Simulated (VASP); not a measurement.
## CdSe: single point with PBEsol

The system is CdSe.

```
Cd Se
1.0
     0.00000    3.07027    3.07027
     3.07027    0.00000    3.07027
     3.07027    3.07027    0.00000
Cd Se
1 1
Direct
  0.00000 0.00000 0.00000
  0.25000 0.25000 0.25000
```

Measurements of this composition are mostly on another form, of space group No. 186.

| Item | Value |
| --- | --- |
| Program | VASP 6.6.1 |
| Task | single point |
| Functional | PBEsol |
| Potentials or basis | VASP PAW PBE potentials, release 64 (Cd, Se) |
| Cutoff | 520 eV |
| k mesh | 8 × 8 × 8 |
| Occupations | fermi-dirac, width 0.1 eV |
| Spin | no spin polarisation |
| Dipole correction | no |
| Further INCAR settings | ALGO = Normal; EDIFF = 1e-07; NBANDS = 16 |

| Item | Value |
| --- | --- |
| Pressure | -1.1 GPa |
| Band gap on the k mesh | 0.43 eV, direct |

Levels at points of the mesh, in eV from the valence-band top:
```
           k point  band 5  band 6  band 7  band 8  band 9  band 10  band 11  band 12  band 13  band 14
(0.00, 0.00, 0.00)   -7.47   -7.47    0.00    0.00    0.00     0.43     5.85     5.85     5.85     9.48
(0.50, 0.00, 0.00)   -7.44   -7.19   -4.28   -0.72   -0.72     2.25     6.36     6.36     7.20     9.79
(0.50, 0.50, 0.00)   -7.41   -7.14   -4.00   -1.78   -1.78     3.05     3.65     8.85     9.96     9.96
```

It took 23 s on 1 thread of Intel(R) Xeon(R) Platinum 8375C CPU @ 2.90GHz (Ice Lake), with other jobs on the host, peak memory 0.18 GiB.

Caveat: the PAW data sets were made with another functional, which shifts forces and pressure a little. Expect the measured gap to be larger: semilocal functionals such as PBEsol lack the derivative discontinuity.
